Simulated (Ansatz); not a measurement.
# SnO (P4/nmm) in Ansatz: equation of state

How stiff is SnO in PBE, and what volume does it want? The cell is scaled to several volumes.

Program: Ansatz 0.2.0. These are calculated values, not measurements. Logs are shortened: lines on timing, memory, paths and dates and some standing lists are left out, and cuts for length are marked.

**1. Starting point**

Symmetry: P4/nmm, No. 129, tetragonal system. The conventional cell has a = 3.814 Å, b = 3.814 Å, c = 4.887 Å, α = 90.00°, β = 90.00°, γ = 90.00°. Around Sn (site symmetry 4mm) lie 4 O at 2.23 Å. Around O (site symmetry -4m2) lie 4 Sn at 2.23 Å.

The cell is a database's computed one.

**2. Equation of state, PBE**

Potentials or basis: all-electron LAPW, scalar-relativistic.

This step only gathers the single runs of the series.

Results:

| Item | Value |
| --- | --- |
| Equilibrium volume | 18.47 Å³/atom |
| Bulk modulus at fixed shape and positions | 85 GPa |
| Pressure derivative of the bulk modulus | 4.3 |

Energy against volume, from the lowest point:
```tsv
volume (Å³/atom)	energy (meV/atom)
16.703	53.41
17.058	32.85
17.414	17.74
17.769	7.54
18.125	1.78
18.480	0.00
18.835	1.82
```

Caveat: the cell was scaled at fixed shape and fractional positions, which overstates the stiffness of a crystal with free parameters, most of all of layers and chains.
